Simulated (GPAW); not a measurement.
# ZnS (Wurtzite-2H) (P6_3mc) in GPAW: further runs, part 2 of 2

GPAW 26.7.0.

## (3) Band structure, PBE

The input, run.py:

```python
from ase.dft.bandgap import bandgap
from ase.io import read, write
from gpaw import GPAW

atoms = read('ZnS.cif')

calc = GPAW(mode='lcao',
            h=0.16,
            basis='szp(dzp)',
            xc='PBE',
            kpts={'size': (6, 6, 3), 'gamma': True},
            occupations={'name': 'fermi-dirac', 'width': 0.05},
            convergence={'density': 1e-05, 'energy': 1e-05},
            maxiter=150,
            txt='gpaw.txt')
atoms.calc = calc
energy = atoms.get_potential_energy()
forces = atoms.get_forces()
calc.write('gs.gpw')
write('result.traj', atoms)
print(f'Energy: {energy:.6f} eV')
print('Forces (eV/A):')
print(forces.round(4))
print('Fermi level:', round(calc.get_fermi_level(), 4), 'eV')
print(f'Gap: {bandgap(calc)[0]:.4f} eV, direct: {bandgap(calc, direct=True)[0]:.4f} eV')

path = atoms.cell.bandpath('GMKGALHA,LM,KH', npoints=100, eps=1e-4)
bs_calc = calc.fixed_density(kpts=path, symmetry='off', txt='bands.txt')
bs = bs_calc.band_structure()
bs.write('bs.json')
print(f'Gap on the path: {bandgap(bs_calc)[0]:.4f} eV')
```

The input, ZnS.cif:

```cif
data_ZnS
_cell_length_a 3.81100000
_cell_length_b 3.81100000
_cell_length_c 6.23400000
_cell_angle_alpha 90.00000000
_cell_angle_beta 90.00000000
_cell_angle_gamma 120.00000000
_space_group_name_H-M_alt 'P6_3mc'
_space_group_name_Hall 'P 6c -2c'
_space_group_IT_number 186
loop_
_space_group_symop_operation_xyz
'x,y,z'
'x-y,x,z+1/2'
'-y,x-y,z'
'-x,-y,z+1/2'
'-x+y,-x,z'
'y,-x+y,z+1/2'
'y,x,z+1/2'
'x,x-y,z'
'x-y,-y,z+1/2'
'-y,-x,z'
'-x,-x+y,z+1/2'
'-x+y,y,z'
loop_
_atom_site_label
_atom_site_type_symbol
_atom_site_symmetry_multiplicity
_atom_site_Wyckoff_symbol
_atom_site_fract_x
_atom_site_fract_y
_atom_site_fract_z
_atom_site_occupancy
Zn1 Zn 2 b 0.6666666667 0.3333333333 0.5000000000 1
S1 S 2 b 0.6666666667 0.3333333333 0.8850000000 1
```

Potentials or basis: GPAW PAW data sets (gpaw-data 1.2.1), lcao:szp(dzp).

Started as:

```sh
OMP_NUM_THREADS=1 python run.py
```

gpaw.txt:

```text
__  _  _
 | _ |_)|_||  |
 |__||  | ||/\| - 26.7.0

Input parameters:
  mode=LCAO(),
  basis={'default': 'szp(dzp)'},
  convergence={'density': 1e-05, 'energy': 1e-05},
  h=0.16,
  kpts=MonkhorstPack(size=(6, 6, 3), gamma=True),
  maxiter=150,
  occupations=Occupations(name='fermi-dirac', width=0.05),
  xc=XC(name='PBE')

            S

            Zn
        S

        Zn

Atoms  # Å, Bohr magnetons
|   | symbol |        x |        y |        z |    initial magnetic moments |
|---|--------|----------|----------|----------|-----------------------------|
| 0 |     Zn | 1.905500 | 1.100141 | 3.117000 | ( 0.0000,  0.0000,  0.0000) |
| 1 |     Zn | 0.000000 | 2.200282 | 0.000000 | ( 0.0000,  0.0000,  0.0000) |
| 2 |      S | 1.905500 | 1.100141 | 5.517090 | ( 0.0000,  0.0000,  0.0000) |
| 3 |      S | 0.000000 | 2.200282 | 2.400090 | ( 0.0000,  0.0000,  0.0000) |

Unit cell  # Å
| periodic |         x |        y |        z |  lengths |     angles |
|----------|-----------|----------|----------|----------|------------|
|      yes |  3.811000 | 0.000000 | 0.000000 | 3.811000 |  90.000000 |
|      yes | -1.905500 | 3.300423 | 0.000000 | 3.811000 |  90.000000 |
|      yes |  0.000000 | 0.000000 | 6.234000 | 6.234000 | 120.000000 |

Number of symmetries: 6
Symmetry operations  # r_c * U_cc + t_c -> r_c
|   | kind |            matrix            |
|---|------|------------------------------|
| 0 |  σ   |  1, 1, 0,  0,-1, 0,  0, 0, 1 |
| 1 |  E   |  1, 0, 0,  0, 1, 0,  0, 0, 1 |
| 2 |  C3  |  0, 1, 0, -1,-1, 0,  0, 0, 1 |
| 3 |  σ   |  0,-1, 0, -1, 0, 0,  0, 0, 1 |
| 4 |  σ   | -1, 0, 0,  1, 1, 0,  0, 0, 1 |
| 5 |  C3  | -1,-1, 0,  1, 0, 0,  0, 0, 1 |

BZ-sampling:
  Number of BZ points: 108
  Number of IBZ points: 17

  Monkhorst-Pack size: [6, 6, 3]
  Monkhorst-Pack shift: [0.08333333333333333, 0.08333333333333333, 0.0]

K-points  # in reciprocal-cell coordinates
|     |                                coordinates |     weight |
|-----|--------------------------------------------|------------|
|   0 | (  0.00000000,   0.00000000,   0.00000000) | 0.00925926 |
|   1 | (  0.00000000,   0.00000000,   0.33333333) | 0.01851852 |
|   2 | (  0.16666667,   0.00000000,  -0.33333333) | 0.05555556 |
|   3 | (  0.16666667,   0.00000000,   0.00000000) | 0.05555556 |
|   4 | (  0.16666667,   0.00000000,   0.33333333) | 0.05555556 |
|   5 | (  0.33333333,  -0.16666667,   0.00000000) | 0.05555556 |
|   6 | (  0.33333333,  -0.16666667,   0.33333333) | 0.11111111 |
|   7 | (  0.33333333,   0.00000000,  -0.33333333) | 0.05555556 |
|   8 | (  0.33333333,   0.00000000,   0.00000000) | 0.05555556 |
|   9 | (  0.33333333,   0.00000000,   0.33333333) | 0.05555556 |
| ... |                                            |            |
|  16 | (  0.50000000,   0.50000000,   0.33333333) | 0.05555556 |

basis functions: 42
Spin-components: 1 (collinear spins)
Bands:           26
Projectors:      22
Spin-degeneracy: 2
Datatype:        <class 'complex'>

Parallelization:
  kpt:    1
  domain: 1
  band:   1

Density:
  Valence electrons: 36.0
  Components: 1
  Grid points: [20 20 40]
  Charge: 0.0  # |e|

Potential:
  Grid points: [20 20 40]

species:
  Zn:
    name:    Zinc
    Z:       30.0
    valence: 12
    core:    18
    charge:  0.0  # [|e|]
    compensation charges:
      type: gauss
      rc: 0.37  # [Å]
      lmax: 2
    cutoffs:
      filter: 2.14  # [Å]
      core: 2.28  # [Å]
    projectors
    | kind |    occ | energy [eV] | rcut [Å] |
    |------|--------|-------------|----------|
    |   4s |  2.000 |      -5.977 |    1.286 |
    |   4p |  0.000 |      -1.117 |    1.270 |
    |   3d | 10.000 |     -10.142 |    1.180 |
    |    s |        |      21.234 |    1.286 |
    |    p |        |      26.095 |    1.270 |
    |    d |        |      17.070 |    1.180 |

    LCAO basis set for Zn:
      Name: szp(dzp)
      File: <dir>
      Number of radial functions: 4
      Number of spherical harmonics: 12
        l=0, rc=8.1562 Bohr: 4s-sz confined orbital
[... 109 lines left out ...]
|   0 | (  0.00000000,   0.00000000,   0.00000000) | 0.00925926 |
|   1 | (  0.00000000,   0.00000000,   0.33333333) | 0.01851852 |
|   2 | (  0.16666667,   0.00000000,  -0.33333333) | 0.05555556 |
|   3 | (  0.16666667,   0.00000000,   0.00000000) | 0.05555556 |
|   4 | (  0.16666667,   0.00000000,   0.33333333) | 0.05555556 |
|   5 | (  0.33333333,  -0.16666667,   0.00000000) | 0.05555556 |
|   6 | (  0.33333333,  -0.16666667,   0.33333333) | 0.11111111 |
|   7 | (  0.33333333,   0.00000000,  -0.33333333) | 0.05555556 |
|   8 | (  0.33333333,   0.00000000,   0.00000000) | 0.05555556 |
|   9 | (  0.33333333,   0.00000000,   0.33333333) | 0.05555556 |
| ... |                                            |            |
|  16 | (  0.50000000,   0.50000000,   0.33333333) | 0.05555556 |

basis functions: 42
Spin-components: 1 (collinear spins)
Bands:           26
Projectors:      22
Spin-degeneracy: 2
Datatype:        <class 'complex'>

Parallelization:
  kpt:    1
  domain: 1
  band:   1

Density:
  Valence electrons: 36.0
  Components: 1
  Grid points: [20 20 40]
  Charge: 0.0  # |e|

Potential:
  Grid points: [20 20 40]

species:
  Zn:
    name:    Zinc
    Z:       30.0
    valence: 12
    core:    18
    charge:  0.0  # [|e|]
    compensation charges:
      type: gauss
      rc: 0.37  # [Å]
      lmax: 2
    cutoffs:
      filter: 2.14  # [Å]
      core: 2.28  # [Å]
    projectors
    | kind |    occ | energy [eV] | rcut [Å] |
    |------|--------|-------------|----------|
    |   4s |  2.000 |      -5.977 |    1.286 |
    |   4p |  0.000 |      -1.117 |    1.270 |
    |   3d | 10.000 |     -10.142 |    1.180 |
    |    s |        |      21.234 |    1.286 |
    |    p |        |      26.095 |    1.270 |
    |    d |        |      17.070 |    1.180 |

    LCAO basis set for Zn:
      Name: szp(dzp)
      File: <dir>
      Number of radial functions: 4
      Number of spherical harmonics: 12
        l=0, rc=8.1562 Bohr: 4s-sz confined orbital
        l=1, rc=12.4062 Bohr: 4p-sz confined orbital
        l=2, rc=4.3594 Bohr: 3d-sz confined orbital
        l=1, rc=8.1562 Bohr: p-type Gaussian polarization
      Number of RI-basis functions 0

  S:
    name:    Sulfur
    Z:       16.0
    valence: 6
    core:    10
    charge:  0.0  # [|e|]
    compensation charges:
      type: gauss
      rc: 0.24  # [Å]
      lmax: 2
    cutoffs:
      filter: 1.77  # [Å]
      core: 1.66  # [Å]
    projectors
    | kind |    occ | energy [eV] | rcut [Å] |
    |------|--------|-------------|----------|
    |   3s |  2.000 |     -17.254 |    0.974 |
    |   3p |  4.000 |      -7.008 |    0.979 |
    |    s |        |       9.957 |    0.974 |
    |    p |        |      20.203 |    0.979 |
    |    d |        |       0.000 |    0.900 |

    LCAO basis set for S:
      Name: szp(dzp)
      File: <dir>
      Number of radial functions: 3
      Number of spherical harmonics: 9
        l=0, rc=5.5156 Bohr: 3s-sz confined orbital
        l=1, rc=6.9375 Bohr: 3p-sz confined orbital
        l=2, rc=6.9375 Bohr: d-type Gaussian polarization
      Number of RI-basis functions 0

Reference energy: -119437.893101  # eV

eigensolver:
  <gpaw.new.lcao.eigensolver.LCAOEigensolver object>
density mixing:
  MSR1-Mixer
  Pratt-step length: 0.05
  Maximum mixing coefficient: 0.75
  Old densities: 10
  SVD Regularization: 0.005
  Good broyden scale: 1.0
  Trust region scale: 1.0
  Backstep threshold: 4.0
  History deletion threshold: 6.0
  Fourier metric: weight=20.0, sigma=0.015

occupation numbers:
  Fermi-Dirac:
    width: 0.0500  # eV

FastPoissonSolver using
    Stencil: 8*3+1=25 point O(h^6) finite-difference Laplacian
    FFT axes: [np.int64(0), np.int64(1), np.int64(2)]
    FST axes: []

xc functional:
  name: PBE with 2 nearest neighbor stencil
interpolation: tri-quintic # 5. degree polynomial

convergence criteria:
- Maximum integral of absolute [dens]ity change: 1e-05 electrons / valence electron
- Maximum [total energy] change in last 3 cyles: 1e-05 eV / valence electron
- Maximum integral of absolute [eigenst]ate change: 4e-08 eV^2 / valence electron
maximum number of iterations: 150

SCF iterations
|iter     | |      energy | eigst |  dens |
|---------|-|-------------|-------|-------|
|iter:   1| |  -12.248770 |      c|       |
|iter:   2| |  -12.209243 |      c| -1.35 |
|iter:   3| |  -12.071444 |      c| -1.38 |
|iter:   4| |  -12.076044 |      c| -2.03 |
|iter:   5| |  -12.076473 |      c| -2.56 |
|iter:   6| |  -12.076468 |      c| -3.76 |
|iter:   7| |  -12.076468c|      c| -4.65 |
|iter:   8| |  -12.076468c|      c| -5.23c|

Converged in 8 steps
Energy contributions relative to reference atoms: (reference = -119437.893101)

Energy contributions:
  Kinetic:          34.429078
  Coulomb:         -28.153475
  Zero:              0.152794
  External:          0.000000
  Xc:              -18.504865
  Entropy:          -0.000000
  Spinorbit:         0.000000
  ----------------------------
  Free energy:     -12.076468
  Extrapolated:    -12.076468

dipole moment: (0.000000, -0.000000, -7.337453)  # |e|*Ang

Fermi level: 4.982
Eigenvalues  # (at kpt = [0.000, 0.000, 0.000])
| band index |      eig [eV] | occ [0-2] |
|------------|---------------|-----------|
|          0 |        -9.340 |     2.000 |
|        ... |               |           |
|         10 |        -1.791 |     2.000 |
|         11 |        -1.667 |     2.000 |
|         12 |        -1.279 |     2.000 |
|         13 |         3.046 |     2.000 |
|         14 |         3.047 |     2.000 |
|         15 |         3.940 |     2.000 |
[... 8 lines left out ...]
|         24 |        12.202 |     0.000 |
|         25 |        13.614 |     0.000 |

Gap: 2.172 eV
Transition (v -> c):
  (s=0, k=0, n=17, [0.00, 0.00, 0.00]) -> (s=0, k=0, n=18, [0.00, 0.00, 0.00])
No difference between direct/indirect transitions

Forces  # eV/Ang
|        x |        y |        z |
|----------|----------|----------|
| -0.00000 | -0.00000 |  0.33588 |  # Zn   0
|  0.00000 |  0.00000 |  0.33589 |  # Zn   1
| -0.00000 |  0.00000 | -0.34261 |  # S    2
|  0.00000 |  0.00000 | -0.34261 |  # S    3

# Writing to gs.gpw (mode='')
```

Wall time 76 s (1 thread of AMD EPYC 9R45 (Zen 5), shared host); peak memory 0.27 GiB.

The run converged, but some of its settings lie outside the range that counts as converged, so its numbers aren't taken as properties of the crystal.

Results:

```
Free energy             : -12.0765 eV
Largest force           : 0.343 eV/Å
Band gap on the k mesh  : 2.17 eV, direct
Band gap along the path : 2.17 eV, direct
```

Caveat: the real-space grid adds noise to forces; the basis of atomic orbitals isn't converged, which shifts pressures, moduli and gaps.

## (4) How close it comes

Step 2. Against the measured gap of ZnS, 3.911 eV (direct; 4 K; a printed reference work, monograph), the calculated 2.24 eV is off by -1.67 eV. The value is that of PBE, without temperature or zero-point motion. Semilocal functionals fall short of measured gaps as a rule.
